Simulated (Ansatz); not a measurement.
# Dielectric response of BaTe (001) films, part 5 of 5

Aim: the electronic and static ε of rocksalt BaTe (001) from films of three thicknesses in a field.

Ansatz 0.2.0; plane-wave DFT, PBEsol, Ansatz PAW.

So far. Step 25 (Relaxing in the field, 16 atoms, units 8, field -0.05 …): The dipole is -0.178 e·Å, and the gap on the mesh 1.438 eV. Step 26 (Response with the atoms relaxed, 16 atoms, units 8): The induced dipole is that of a conductor 26.27 Å thick.

**29. A changed input**

This step: plane-wave DFT, PBEsol, Ansatz PAW (Ansatz 0.2.0).

System of this step: BaTe (001), 3 units. The cell holds 6 atoms: 3 Ba and 3 Te. Cell: a = 4.950 Å, b = 4.950 Å, c = 25.000 Å, α = 90.0°, β = 90.0°, γ = 90.0°. It derives from BaTe (rocksalt BaTe). Vacuum lies along c.

An input spoilt on purpose, to show how the run answers: it repeats the earlier run at 0.05 V/Å, 3 units with scf.mixing to algorithm: anderson, beta: 1.0, ndim: 1, preconditioner: none, and scf.max_iter set to 80.

input.yaml reads:

```yaml
crystal:
  lattice:
    - [4.94974747, 0.0, 0.0]
    - [0.0, 4.94974747, 0.0]
    - [0.0, 0.0, 25.0]
  atoms:
    - { symbol: Ba, position: [0.5, 0.5, 0.3645377553] }
    - { symbol: Te, position: [0.0, 0.0, 0.3614733568] }
    - { symbol: Ba, position: [0.0, 0.0, 0.5000000046] }
    - { symbol: Te, position: [0.5, 0.5, 0.4999999904] }
    - { symbol: Ba, position: [0.5, 0.5, 0.6354622632] }
    - { symbol: Te, position: [0.0, 0.0, 0.6385266297] }
kpoints:
  mp_grid: { grid: [6, 6, 1] }
hamiltonian:
  xc: pbesol
scf:
  occupations: { method: fixed }
  convergence: { dr2_threshold: 1.0e-10 }
  mixing: { algorithm: anderson, beta: 1.0, ndim: 1, preconditioner: none }
  max_iter: 80
efield:
  axis: 3
  dipole_correction: true
  ramp_position: 0.97
  ramp_width: 0.06
  amplitude: 0.05
output:
  write_potential: true
  write_density: true
  volumetric_format: npy
```

On the command line:

```bash
ansatz run input.yaml --threads 4 --pin off --max-ram 12288MiB --backend cpu --events-out ev --progress --plain --runs-dir out
```

Numbers of over 12 decimals in the logs are rounded to 6 here.

Output:

```text
Engine: ansatz 0.2.0, aarch64-unknown-linux-gnu
Pseudopotentials: kind: paw
Pseudopotential: Ba, paw, valence charge 10, recommended cutoff 420 eV (normal), Ba.paw.azcp
Pseudopotential: Te, paw, valence charge 16, recommended cutoff 420 eV (normal), Te.paw.azcp
Functional definition: PBEsol
  exchange = pbesol_x
  correlation = pbesol_c
Crystal: 6 atoms, lattice volume = 612.500 Å³
Basis set: ecut = 420 eV, 12015 PW (Γ)
Bands: 47, of which v1, the nominal top of the filled ones, is band 39 counted from 1 (38 counted from 0)
Symmetry: 8 space group operations
k-points: 10 of 36
Non-local potential: Ba, projectors of the file, l = 0: 3, l = 1: 2, l = 2: 2, l = 3: 2
Non-local potential: Te, projectors of the file, l = 0: 2, l = 1: 2, l = 2: 2, l = 3: 2
PAW form: soft (Blöchl's): semilocal exchange-correlation on the pseudo side does not see the compensation charge
PAW frozen core: Ba, regenerated for the run's functional, and the local potential with it (the file was generated under x = pbe(κ = 0.804, μ = 0.219515), c = pbe(β = 0.066725))
PAW frozen core: Te, regenerated for the run's functional, and the local potential with it (the file was generated under x = pbe(κ = 0.804, μ = 0.219515), c = pbe(β = 0.066725))
PAW one-centre angular grid: Ba, 194 points (default); XC on 64 Gauss nodes
PAW one-centre angular grid: Te, 590 points (default); XC on 64 Gauss nodes
Initial density: superposition of atomic densities (neutral atoms: chi_scale 0, normalization atom, screened)
Initial wavefunctions: pseudopotential atomic-orbital guess
Functional: x = pbesol(κ = 0.804, μ = 0.123457), c = pbesol(β = 0.046)
SCF iter   1: F=—  HF=-38303.175867 eV  |F-HF|=—  |Δ(HF+E_count)|=         —  Δρ=1.16e-2  dr2=3.53e0  ethr=3.10e-3  p=0.071 e·Å  D=2.09e-2 V/Å  ΔV_dip=-0.52 eV  dr2_dipole=4.03e-4  V_vac-E_F(+/−)=7.70/7.09 eV  ⟨swp⟩=7.3  Hψ=1895  notcnv=0  defer=57
efield: sawtooth ramp at fractional position 0.9700 (set: `efield.ramp_position`, or a place that a band, a saddle search or an elastic batch's reference lends), width 0.0600; the density the first Hamiltonian is built on has a dipole p = 0.071 e·Å; the dipole correction subtracts the counter field D = 2.09e-2 V/Å, which shifts the + side's vacuum level by -0.52 eV against the − side's; the planar-averaged density in the ramp window peaks in size at 1.2e-6 e/Å³
SCF iter   2: F=—  HF=-38305.670855 eV  |F-HF|=—  |Δ(HF+E_count)|=    2.49e0  Δρ=1.85e-2  dr2=2.04e1  ethr=3.10e-3  p=0.018 e·Å  D=5.46e-3 V/Å  ΔV_dip=-0.14 eV  dr2_dipole=1.13e-1  V_vac-E_F(+/−)=1.02/0.02 eV  ⟨swp⟩=5.5  Hψ=1330  notcnv=0  defer=49
SCF iter   3: F=—  HF=-38366.238389 eV  |F-HF|=—  |Δ(HF+E_count)|=    6.06e1  Δρ=7.07e-2  dr2=5.38e2  ethr=3.10e-3  p=0.895 e·Å  D=2.64e-1 V/Å  ΔV_dip=-6.61 eV  dr2_dipole=2.47e1  V_vac-E_F(+/−)=14.84/20.31 eV  ⟨swp⟩=12.8  Hψ=3962  notcnv=0  defer=55
SCF iter   4: F=—  HF=-43724.378650 eV  |F-HF|=—  |Δ(HF+E_count)|=    5.36e3  Δρ=5.73e-1  dr2=4.80e4  ethr=3.10e-3  p=-12.034 e·Å  D=-3.56e0 V/Å  ΔV_dip=88.88 eV  dr2_dipole=4.30e4  V_vac-E_F(+/−)=73.42/-16.61 eV  ⟨swp⟩=46.0  Hψ=20909  notcnv=17  defer=80
SCF iter   5: F=—  HF=-184841.077499 eV  |F-HF|=—  |Δ(HF+E_count)|=    1.41e5  Δρ=1.20e0  dr2=9.64e4  ethr=3.10e-3  p=527.351 e·Å  D=1.56e2 V/Å  ΔV_dip=-3894.89 eV  dr2_dipole=9.29e4  V_vac-E_F(+/−)=-470.89/3411.68 eV  ⟨swp⟩=46.0  Hψ=31101  notcnv=390  defer=80
SCF iter   6: F=—  HF=-133952.274443 eV  |F-HF|=—  |Δ(HF+E_count)|=    5.09e4  Δρ=1.49e0  dr2=8.33e4  ethr=3.10e-3  p=-265.636 e·Å  D=-7.85e1 V/Å  ΔV_dip=1961.93 eV  dr2_dipole=3.72e4  V_vac-E_F(+/−)=1290.65/-668.56 eV  ⟨swp⟩=46.0  Hψ=30429  notcnv=390  defer=80
SCF iter   7: F=—  HF=-114572.440556 eV  |F-HF|=—  |Δ(HF+E_count)|=    1.94e4  Δρ=1.48e0  dr2=7.85e4  ethr=3.10e-3  p=235.893 e·Å  D=6.97e1 V/Å  ΔV_dip=-1742.25 eV  dr2_dipole=3.37e4  V_vac-E_F(+/−)=-588.82/1151.66 eV  ⟨swp⟩=46.0  Hψ=30616  notcnv=390  defer=80
WARN: SCF iteration 7: the Harris–Foulkes energy stands at -1.1457e5 eV, against -38303.1759 eV at iteration 1 (that of least residual so far), and has stood under the runaway watch's bar for 3 iterations running; the SCF is not ended for it (`scf.max_iter` in the input reference has the rule and what to try)
SCF iter   8: F=—  HF=-126442.595744 eV  |F-HF|=—  |Δ(HF+E_count)|=    1.19e4  Δρ=1.56e0  dr2=8.73e4  ethr=3.10e-3  p=-241.764 e·Å  D=-7.14e1 V/Å  ΔV_dip=1785.61 eV  dr2_dipole=3.53e4  V_vac-E_F(+/−)=1166.14/-618.95 eV  ⟨swp⟩=46.0  Hψ=30764  notcnv=390  defer=80
SCF iter   9: F=—  HF=-124850.550851 eV  |F-HF|=—  |Δ(HF+E_count)|=    1.59e3  Δρ=1.55e0  dr2=8.38e4  ethr=3.10e-3  p=247.389 e·Å  D=7.31e1 V/Å  ΔV_dip=-1827.16 eV  dr2_dipole=3.33e4  V_vac-E_F(+/−)=-601.56/1224.08 eV  ⟨swp⟩=46.0  Hψ=30976  notcnv=390  defer=80
[...]
SCF iter  58: F=—  HF=-123659.245392 eV  |F-HF|=—  |Δ(HF+E_count)|=    4.31e3  Δρ=1.63e0  dr2=8.54e4  ethr=3.10e-3  p=-232.511 e·Å  D=-6.87e1 V/Å  ΔV_dip=1717.27 eV  dr2_dipole=2.98e4  V_vac-E_F(+/−)=1158.67/-559.56 eV  ⟨swp⟩=46.0  Hψ=29918  notcnv=390  defer=80
SCF iter  59: F=—  HF=-118128.367930 eV  |F-HF|=—  |Δ(HF+E_count)|=    5.53e3  Δρ=1.63e0  dr2=8.62e4  ethr=3.10e-3  p=216.321 e·Å  D=6.39e1 V/Å  ΔV_dip=-1597.69 eV  dr2_dipole=3.00e4  V_vac-E_F(+/−)=-597.02/999.42 eV  ⟨swp⟩=46.0  Hψ=31345  notcnv=390  defer=80
SCF iter  60: F=—  HF=-123618.700741 eV  |F-HF|=—  |Δ(HF+E_count)|=    5.49e3  Δρ=1.64e0  dr2=8.52e4  ethr=3.10e-3  p=-234.534 e·Å  D=-6.93e1 V/Å  ΔV_dip=1732.21 eV  dr2_dipole=2.94e4  V_vac-E_F(+/−)=1131.57/-601.60 eV  ⟨swp⟩=46.0  Hψ=29878  notcnv=390  defer=80
SCF iter  61: F=—  HF=-127020.137141 eV  |F-HF|=—  |Δ(HF+E_count)|=    3.40e3  Δρ=1.58e0  dr2=9.80e4  ethr=3.10e-3  p=211.321 e·Å  D=6.24e1 V/Å  ΔV_dip=-1560.77 eV  dr2_dipole=5.06e4  V_vac-E_F(+/−)=-30.23/1529.29 eV  ⟨swp⟩=46.0  Hψ=29100  notcnv=326  defer=80
```

Wall time 10 min (4 threads of Arm Neoverse V1, shared host); peak memory 1.1 GiB.

Residual by cycle:

cycle, log10 residual and a bar from the least value:
```
        1        0.5 
        6        4.9 ##############################
       12        4.9 ##############################
       17        4.9 ##############################
       23        5.0 ##############################
       28        4.9 ##############################
       34        4.9 ##############################
       39        4.9 ##############################
       45        4.9 ##############################
       50        4.9 ##############################
       56        4.9 ##############################
       61        5.0 ##############################
```

The run was cut off at its time limit.

After 61 cycles the residual stands at 98031.

The fault put into the input: mixing far too strong.

**30. The same run with other settings**

An input spoilt on purpose, to show how the run answers: it repeats the earlier run at 0.05 V/Å, 3 units with efield.axis from 3 to 1, and scf.max_iter set to 60.

Changes to input.yaml since step 29:

```diff
@@ -19,6 +19,5 @@
   convergence: { dr2_threshold: 1.0e-10 }
-  mixing: { algorithm: anderson, beta: 1.0, ndim: 1, preconditioner: none }
-  max_iter: 80
+  max_iter: 60
 efield:
-  axis: 3
+  axis: 1
   dipole_correction: true
```

Output:

```text
Engine: ansatz 0.2.0, aarch64-unknown-linux-gnu
Pseudopotentials: kind: paw
Pseudopotential: Ba, paw, valence charge 10, recommended cutoff 420 eV (normal), Ba.paw.azcp
Pseudopotential: Te, paw, valence charge 16, recommended cutoff 420 eV (normal), Te.paw.azcp
Functional definition: PBEsol
  exchange = pbesol_x
  correlation = pbesol_c
Crystal: 6 atoms, lattice volume = 612.500 Å³
Basis set: ecut = 420 eV, 12015 PW (Γ)
Bands: 47, of which v1, the nominal top of the filled ones, is band 39 counted from 1 (38 counted from 0)
Symmetry: 4 space group operations
k-points: 16 of 36 (time reversal used)
Non-local potential: Ba, projectors of the file, l = 0: 3, l = 1: 2, l = 2: 2, l = 3: 2
Non-local potential: Te, projectors of the file, l = 0: 2, l = 1: 2, l = 2: 2, l = 3: 2
PAW form: soft (Blöchl's): semilocal exchange-correlation on the pseudo side does not see the compensation charge
PAW frozen core: Ba, regenerated for the run's functional, and the local potential with it (the file was generated under x = pbe(κ = 0.804, μ = 0.219515), c = pbe(β = 0.066725))
PAW frozen core: Te, regenerated for the run's functional, and the local potential with it (the file was generated under x = pbe(κ = 0.804, μ = 0.219515), c = pbe(β = 0.066725))
PAW one-centre angular grid: Ba, 194 points (default); XC on 64 Gauss nodes
PAW one-centre angular grid: Te, 590 points (default); XC on 64 Gauss nodes
Initial density: superposition of atomic densities (neutral atoms: chi_scale 0, normalization atom, screened)
Initial wavefunctions: pseudopotential atomic-orbital guess
Functional: x = pbesol(κ = 0.804, μ = 0.123457), c = pbesol(β = 0.046)
Error: efield: ion 1 (Te) at fractional coordinate 0.0000 along the field axis lies inside the sawtooth ramp with 2 of the planes that the density is read on at each end, [0.9144, 0.0856] — the ramp must sit in vacuum (an ion there feels the fictitious reversed slope); set or move the ramp (efield.ramp_position / ramp_width) or move the geometry
```

Wall time 0.32 s (4 threads); peak memory 0.62 GiB.

The program refused the input before any cycle.

The program's message: “Error: efield: ion 1 (Te) at fractional coordinate 0.0000 along the field axis lies inside the sawtooth ramp with 2 of the planes that the density is read on at each end, [0.9144, 0.0856] — the ramp m …”

The fault put into the input: the field along an axis without vacuum.

**31. What came out**

```yaml
electronic_eps_from_the_thickness_series: 6.21
static_eps_from_the_thickness_series: 11.5
local_electronic_eps_middle_of_8_units: 6.22
```

In words: The films give an electronic ε of 6.21 and a static ε of 11.5. The slope of the series and the field inside the thickest film give 6.21 and 6.22, in agreement. Ions raise ε from 6.21 to 11.5. The in-plane lattice constants are held at typed bulk values. Semilocal functionals tend to overestimate the electronic ε a little.

[Logs are printed without paths, hosts, clocks, repeated set-up lines and the standing remarks that a program may print on its own settings, such as how far it seeks lower states.]

[Hosts, paths, dates, database ids (printed as entryN), source tags and the programs' standing remarks are cut or masked in the printed files.]

[Maps of the electrostatic potential energy from Ansatz leave out the sawtooth potential of an applied field or a dipole correction, so their vacuum need not be flat; planar profiles and work functions include it.]
